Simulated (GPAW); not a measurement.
# HgTe (Fm-3m) in GPAW: notebook

One crystal, HgTe, is run at these levels: PBE, LDA; tasks: single point.

Everything below comes from runs of GPAW 26.7.0. Logs are shortened: lines on timing, memory, paths and dates and some standing lists are left out, and cuts for length are marked. The log counts tension as positive stress, the text compression.

## 1. The structure

Symmetry: Fm-3m, No. 225, cubic system. The conventional cell has a = 6.360 Å, b = 6.360 Å, c = 6.360 Å, α = 90.00°, β = 90.00°, γ = 90.00°. Hg (site symmetry m-3m) is surrounded by 6 Te at 3.18 Å. Te (site symmetry m-3m) has 6 Hg at 3.18 Å as nearest neighbours.

Measurements of this composition are mostly on another form, of space group No. 216.

## 2. Single point, PBE

File run.py:

```python
from ase.dft.bandgap import bandgap
from ase.io import read, write
from ase.units import GPa
from gpaw import GPAW, PW

atoms = read('HgTe.xyz')

calc = GPAW(mode=PW(600),
            xc='PBE',
            kpts={'size': (7, 7, 7), 'gamma': True},
            occupations={'name': 'methfessel-paxton', 'order': 0, 'width': 0.02},
            nbands=18,
            convergence={'density': 1e-05, 'energy': 1e-05},
            maxiter=150,
            txt='gpaw.txt')
atoms.calc = calc
energy = atoms.get_potential_energy()
forces = atoms.get_forces()
stress = atoms.get_stress()
calc.write('gs.gpw')
write('result.traj', atoms)
print(f'Energy: {energy:.6f} eV')
print('Forces (eV/A):')
print(forces.round(4))
print('Stress (GPa):', (stress / GPa).round(3))
print('Fermi level:', round(calc.get_fermi_level(), 4), 'eV')
print(f'Gap: {bandgap(calc)[0]:.4f} eV, direct: {bandgap(calc, direct=True)[0]:.4f} eV')
```

File HgTe.xyz:

```xyz
2
Lattice="0.0000000000 3.1800000000 3.1800000000 3.1800000000 0.0000000000 3.1800000000 3.1800000000 3.1800000000 0.0000000000" Properties=species:S:1:pos:R:3 pbc="T T T"
Hg     0.0000000000      0.0000000000      0.0000000000
Te     3.1800000000      3.1800000000      3.1800000000
```

Potentials or basis: GPAW PAW data sets (gpaw-data 1.2.1), pw.

The run is started by

```bash
> OMP_NUM_THREADS=1 python run.py
```

gpaw.txt:

```text
__  _  _
 | _ |_)|_||  |
 |__||  | ||/\| - 26.7.0

Input parameters:
  mode=PW(ecut=600.0),
  convergence={'density': 1e-05, 'energy': 1e-05},
  kpts=MonkhorstPack(size=(7, 7, 7), gamma=True),
  maxiter=150,
  nbands=18,
  occupations=Occupations(name='methfessel-paxton', order=0, width=0.02),
  xc=XC(name='PBE')

Diagonalizing LCAO Hamiltonian
Converting LCAO to pw mode

                 Te

       Hg

Atoms  # Å, Bohr magnetons
|   | symbol |        x |        y |        z |    initial magnetic moments |
|---|--------|----------|----------|----------|-----------------------------|
| 0 |     Hg | 0.000000 | 0.000000 | 0.000000 | ( 0.0000,  0.0000,  0.0000) |
| 1 |     Te | 3.180000 | 3.180000 | 3.180000 | ( 0.0000,  0.0000,  0.0000) |

Unit cell  # Å
| periodic |        x |        y |        z |  lengths |    angles |
|----------|----------|----------|----------|----------|-----------|
|      yes | 0.000000 | 3.180000 | 3.180000 | 4.497199 | 60.000000 |
|      yes | 3.180000 | 0.000000 | 3.180000 | 4.497199 | 60.000000 |
|      yes | 3.180000 | 3.180000 | 0.000000 | 4.497199 | 60.000000 |

Number of symmetries: 48
Symmetry operations  # r_c * U_cc + t_c -> r_c
|    | kind |            matrix            |
|----|------|------------------------------|
|  0 |  σ   |  1, 0, 0,  1, 0,-1,  1,-1, 0 |
|  1 |  C2  |  1, 0, 0,  1,-1, 0,  1, 0,-1 |
|  2 |  E   |  1, 0, 0,  0, 1, 0,  0, 0, 1 |
|  3 |  σ   |  1, 0, 0,  0, 0, 1,  0, 1, 0 |
|  4 |  C4  |  1, 0,-1,  1, 0, 0,  1,-1, 0 |
|  5 |  S6  |  1, 0,-1,  1,-1, 0,  1, 0, 0 |
|  6 |  σ   |  1, 0,-1,  0, 1,-1,  0, 0,-1 |
|  7 |  C3  |  1, 0,-1,  0, 0,-1,  0, 1,-1 |
|  8 |  S6  |  1,-1, 0,  1, 0, 0,  1, 0,-1 |
|  9 |  C4  |  1,-1, 0,  1, 0,-1,  1, 0, 0 |
| 10 |  C3  |  1,-1, 0,  0,-1, 1,  0,-1, 0 |
| 11 |  σ   |  1,-1, 0,  0,-1, 0,  0,-1, 1 |
| 12 |  σ   |  0, 1, 0,  1, 0, 0,  0, 0, 1 |
| 13 |  C4  |  0, 1, 0,  0, 1,-1, -1, 1, 0 |
| 14 |  C3  |  0, 1, 0,  0, 0, 1,  1, 0, 0 |
| 15 |  S6  |  0, 1, 0, -1, 1, 0,  0, 1,-1 |
| 16 |  C2  |  0, 1,-1,  1, 0,-1,  0, 0,-1 |
| 17 |  σ   |  0, 1,-1,  0, 1, 0, -1, 1, 0 |
| 18 |  S4  |  0, 1,-1,  0, 0,-1,  1, 0,-1 |
| 19 |  C4  |  0, 1,-1, -1, 1, 0,  0, 1, 0 |
| 20 |  C3  |  0, 0, 1,  1, 0, 0,  0, 1, 0 |
| 21 |  σ   |  0, 0, 1,  0, 1, 0,  1, 0, 0 |
| 22 |  S6  |  0, 0, 1,  0,-1, 1, -1, 0, 1 |
| 23 |  C4  |  0, 0, 1, -1, 0, 1,  0,-1, 1 |
| 24 |  S4  |  0, 0,-1,  1, 0,-1,  0, 1,-1 |
| 25 |  C3  |  0, 0,-1,  0, 1,-1,  1, 0,-1 |
| 26 |  C2  |  0, 0,-1,  0,-1, 0, -1, 0, 0 |
| 27 |  S6  |  0, 0,-1, -1, 0, 0,  0,-1, 0 |
| 28 |  S4  |  0,-1, 1,  1,-1, 0,  0,-1, 0 |
| 29 |  C4  |  0,-1, 1,  0, 0, 1, -1, 0, 1 |
| 30 |  C2  |  0,-1, 1,  0,-1, 0,  1,-1, 0 |
| 31 |  σ   |  0,-1, 1, -1, 0, 1,  0, 0, 1 |
| 32 |  C3  |  0,-1, 0,  1,-1, 0,  0,-1, 1 |
| 33 |  S6  |  0,-1, 0,  0, 0,-1, -1, 0, 0 |
| 34 |  S4  |  0,-1, 0,  0,-1, 1,  1,-1, 0 |
| 35 |  C2  |  0,-1, 0, -1, 0, 0,  0, 0,-1 |
| 36 |  C2  | -1, 1, 0,  0, 1, 0,  0, 1,-1 |
| 37 |  S6  | -1, 1, 0,  0, 1,-1,  0, 1, 0 |
| 38 |  S4  | -1, 1, 0, -1, 0, 1, -1, 0, 0 |
| 39 |  C3  | -1, 1, 0, -1, 0, 0, -1, 0, 1 |
| 40 |  S6  | -1, 0, 1,  0, 0, 1,  0,-1, 1 |
| 41 |  C2  | -1, 0, 1,  0,-1, 1,  0, 0, 1 |
| 42 |  C3  | -1, 0, 1, -1, 1, 0, -1, 0, 0 |
| 43 |  S4  | -1, 0, 1, -1, 0, 0, -1, 1, 0 |
| 44 |  C2  | -1, 0, 0,  0, 0,-1,  0,-1, 0 |
| 45 |  i   | -1, 0, 0,  0,-1, 0,  0, 0,-1 |
| 46 |  σ   | -1, 0, 0, -1, 1, 0, -1, 0, 1 |
| 47 |  C2  | -1, 0, 0, -1, 0, 1, -1, 1, 0 |

BZ-sampling:
  Number of BZ points: 343
  Number of IBZ points: 20

  Monkhorst-Pack size: [7, 7, 7]
  Monkhorst-Pack shift: [0, 0, 0]

K-points  # in reciprocal-cell coordinates
|     |                                coordinates |     weight |
|-----|--------------------------------------------|------------|
|   0 | (  0.00000000,   0.00000000,   0.00000000) | 0.00291545 |
|   1 | (  0.14285714,   0.14285714,   0.00000000) | 0.01749271 |
|   2 | (  0.14285714,   0.14285714,   0.14285714) | 0.02332362 |
|   3 | (  0.28571429,   0.14285714,   0.14285714) | 0.03498542 |
|   4 | (  0.28571429,   0.28571429,   0.00000000) | 0.01749271 |
|   5 | (  0.28571429,   0.28571429,   0.14285714) | 0.06997085 |
|   6 | (  0.28571429,   0.28571429,   0.28571429) | 0.02332362 |
|   7 | (  0.42857143,  -0.28571429,  -0.28571429) | 0.03498542 |
|   8 | (  0.42857143,   0.28571429,  -0.42857143) | 0.13994169 |
|   9 | (  0.42857143,   0.28571429,  -0.28571429) | 0.06997085 |
| ... |                                            |            |
|  19 | (  0.42857143,   0.42857143,   0.42857143) | 0.02332362 |

Plane wave coefficients: 2168
Cutoff: 600.0 eV

Spin-components: 1 (collinear spins)
Bands:           18
Projectors:      11
Spin-degeneracy: 2
Datatype:        complex128

Parallelization:
  kpt:    1
  domain: 1
  band:   1

Density:
  Valence electrons: 24.0
  Components: 1
  Grid points: [27 27 27]
  Charge: 0.0  # |e|

Potential:
  Grid points: [27 27 27]

species:
  Hg:
    name:    Mercury
    Z:       80.0
    valence: 18
    core:    62
    charge:  0.0  # [|e|]
    compensation charges:
      type: gauss
      rc: 0.41  # [Å]
      lmax: 2
    cutoffs:
      filter: 2.17  # [Å]
      core: 2.06  # [Å]
    projectors
    | kind |    occ | energy [eV] | rcut [Å] |
    |------|--------|-------------|----------|
    |   6s |  2.000 |      -6.783 |    1.307 |
    |   5p |  6.000 |     -66.572 |    1.291 |
    |   6p |  0.000 |      -1.056 |    1.291 |
    |   5d | 10.000 |      -9.891 |    1.302 |
    |    s |        |      20.429 |    1.307 |
    |    d |        |      17.320 |    1.302 |

    Using partial waves for Hg as LCAO basis

  Te:
    name:    Tellurium
    Z:       52.0
    valence: 6
    core:    46
    charge:  0.0  # [|e|]
    compensation charges:
      type: gauss
      rc: 0.36  # [Å]
      lmax: 2
    cutoffs:
      filter: 2.09  # [Å]
      core: 3.17  # [Å]
    projectors
    | kind |    occ | energy [eV] | rcut [Å] |
    |------|--------|-------------|----------|
    |   5s |  2.000 |     -15.089 |    1.180 |
    |   5p |  4.000 |      -5.955 |    1.196 |
    |    s |        |      12.123 |    1.180 |
    |    p |        |      21.256 |    1.196 |
    |    d |        |       0.000 |    1.238 |

    Using partial waves for Te as LCAO basis

Reference energy: -717946.462161  # eV

eigensolver:
  PPCG
  Converge bands: occupied
  niter=2

density mixing:
  MSR1-Mixer
  Pratt-step length: 0.05
  Maximum mixing coefficient: 0.75
  Old densities: 10
  SVD Regularization: 0.005
  Good broyden scale: 1.0
  Trust region scale: 1.0
  Backstep threshold: 4.0
  History deletion threshold: 6.0
  Fourier metric: weight=20.0, sigma=0.015

occupation numbers:
  Methfessel-Paxton:
    width: 0.0200  # eV
    order: 0

poisson solver:
  ecut: 4800.0  # eV

xc functional:
  name: PBE with 2 nearest neighbor stencil

convergence criteria:
[... 6 lines left out ...]
|iter     | |      energy | eigst |  dens |
|---------|-|-------------|-------|-------|
|iter:   1| |   -4.223869 | -0.23 |       |
|iter:   2| |   -4.187467 | -2.22 | -1.46 |
|iter:   3| |   -4.111830 | -2.23 | -1.50 |
|iter:   4| |   -4.127981 | -2.80 | -1.91 |
|iter:   5| |   -4.133094 | -3.20 | -2.34 |
|iter:   6| |   -4.133318 | -4.61 | -3.38 |
|iter:   7| |   -4.133354 | -5.18 | -3.82 |
|iter:   8| |   -4.133355c| -6.93 | -4.37 |
|iter:   9| |   -4.133355c| -7.18 | -4.95 |
|iter:  10| |   -4.133355c| -8.47c| -6.03c|

Converged in 10 steps
Energy contributions relative to reference atoms: (reference = -717946.462161)

Energy contributions:
  Kinetic:          16.957650
  Coulomb:         -13.925973
  Zero:             -2.014481
  External:          0.000000
  Xc:               -5.150394
  Entropy:          -0.000314
  Spinorbit:         0.000000
  ----------------------------
  Free energy:      -4.133512
  Extrapolated:     -4.133355

dipole moment: (-21.930168, -21.930168, -21.930168)  # |e|*Ang

Fermi level: 4.577
Eigenvalues  # (at kpt = [0.000, 0.000, 0.000])
| band index |      eig [eV] | occ [0-2] |
|------------|---------------|-----------|
|          0 |       -58.341 |     2.000 |
|        ... |               |           |
|          5 |        -1.852 |     2.000 |
|          6 |        -1.803 |     2.000 |
|          7 |        -1.803 |     2.000 |
|          8 |        -1.803 |     2.000 |
|          9 |         3.314 |     2.000 |
|         10 |         4.019 |     2.000 |
|         11 |         4.019 |     2.000 |
|         12 |         4.019 |     2.000 |
|         13 |        12.048 |     0.000 |
|         14 |        12.048 |     0.000 |
|         15 |        12.048 |     0.000 |
|         16 |        12.186 |     0.000 |
|         17 |        12.186 |     0.000 |

No gap
No difference between direct/indirect transitions

Forces  # eV/Ang
|        x |       y |       z |
|----------|---------|---------|
| -0.00000 | 0.00000 | 0.00000 |  # Hg   0
|  0.00000 | 0.00000 | 0.00000 |  # Te   1

Stress tensor  # eV/Ang^3
|         x |         y |         z |
|-----------|-----------|-----------|
|  0.023609 | -0.000000 | -0.000000 |
| -0.000000 |  0.023609 | -0.000000 |
| -0.000000 | -0.000000 |  0.023609 |

# Writing to gs.gpw (mode='')
```

Run time: 15 s. Hardware: 1 thread of Arm Neoverse V2, shared host; peak memory 0.17 GiB.

Results:

```yaml
Free_energy: -4.1335 eV
Pressure: -3.8 GPa
Band_gap_on_the_k_mesh: none (metal or under the smearing width)
```

Levels at points of the mesh, in eV from the Fermi level:
```
           k point  band 10  band 11  band 12  band 13  band 14
(0.00, 0.00, 0.00)    -1.26    -0.56    -0.56    -0.56     7.47
```

The run has no spin-orbit coupling, so splittings on Hg, Te are missing.

## 3. Single point, LDA

run.py, as its differences from that of step 2:

```diff
@@ -2,11 +2,12 @@
 from ase.io import read, write
-from ase.units import GPa
+from ase.units import Bohr, GPa
 from gpaw import GPAW, PW
+from gpaw.elf import elf_from_dft_calculation
 
-atoms = read('HgTe.xyz')
+atoms = read('POSCAR')
 
 calc = GPAW(mode=PW(600),
-            xc='PBE',
+            xc='LDA',
             kpts={'size': (7, 7, 7), 'gamma': True},
-            occupations={'name': 'methfessel-paxton', 'order': 0, 'width': 0.02},
+            occupations={'name': 'methfessel-paxton', 'order': 0, 'width': 0.1},
             nbands=18,
@@ -27 +28,6 @@
 print(f'Gap: {bandgap(calc)[0]:.4f} eV, direct: {bandgap(calc, direct=True)[0]:.4f} eV')
+
+# fields on the real-space grid
+write('density.cube', atoms, data=calc.get_pseudo_density() * Bohr**3)
+write('potential.cube', atoms, data=calc.get_electrostatic_potential())
+write('elf.cube', atoms, data=elf_from_dft_calculation(calc).data)
```

File POSCAR:

```
HgTe
1.0
    0.0000000000      3.1800000000      3.1800000000
    3.1800000000      0.0000000000      3.1800000000
    3.1800000000      3.1800000000      0.0000000000
Hg Te
1 1
Direct
    0.0000000000      0.0000000000      0.0000000000
    0.5000000000      0.5000000000      0.5000000000
```

Potentials or basis: the program's PAW data sets (release 1.2.1) made for this functional, pw.

The run is started by

```bash
> OMP_NUM_THREADS=1 python run.py
```

Run time: 14 s. Hardware: 1 thread of Arm Neoverse V2, shared host; peak memory 0.16 GiB.

The run converged. Its results:

```
Free energy            : -5.4454 eV
Pressure               : -7.9 GPa
Band gap on the k mesh : none (metal or under the smearing width)
```

Levels at points of the mesh, in eV from the Fermi level:
```
           k point  band 10  band 11  band 12  band 13  band 14
(0.00, 0.00, 0.00)    -1.47    -0.58    -0.58    -0.58     7.34
```

Spin-orbit coupling is left out, which matters for the levels of Hg, Te.

## 4. Single point, PBE

run.py, as its differences from that of step 3:

```diff
@@ -6,8 +6,8 @@
 
-atoms = read('POSCAR')
+atoms = read('HgTe.xyz')
 
 calc = GPAW(mode=PW(600),
-            xc='LDA',
+            xc='PBE',
             kpts={'size': (7, 7, 7), 'gamma': True},
-            occupations={'name': 'methfessel-paxton', 'order': 0, 'width': 0.1},
+            occupations={'name': 'methfessel-paxton', 'order': 0, 'width': 0.05},
             nbands=18,
```

HgTe.xyz is that of step 2.

Potentials or basis: GPAW PAW data sets (gpaw-data 1.2.1), pw.

The run is started by

```bash
> OMP_NUM_THREADS=1 python run.py
```

Wall time 16 s (1 thread of Arm Neoverse V2, shared host); peak memory 0.17 GiB.

It converged, with:

- Free energy: -4.1340 eV
- Pressure: -3.8 GPa
- Band gap on the k mesh: none (metal or under the smearing width)

Levels at points of the mesh, in eV from the Fermi level:
| k point | band 9 | band 10 | band 11 | band 12 | band 13 | band 14 |
| --- | --- | --- | --- | --- | --- | --- |
| (0.00, 0.00, 0.00) | -6.39 | -1.28 | -0.57 | -0.57 | -0.57 | 7.46 |

## 5. Overview

```tsv
level	potentials or basis	smearing	gap on the mesh (eV)	pressure (GPa)
PBE	GPAW PAW data sets (gpaw-data 1.2.1), pw	gaussian 0.02 eV	none	-3.8
LDA	the program's PAW data sets (release 1.2.1) made for this functional, pw	gaussian 0.1 eV	none	-7.9
PBE	GPAW PAW data sets (gpaw-data 1.2.1), pw	gaussian 0.05 eV	none	-3.8
```

Alike in all rows: task single point; no spin polarisation; cell as given; k mesh 7 × 7 × 7; cutoff (eV) 600.

Total energies depend on the potentials used, so only differences within one code and one set of settings carry meaning.
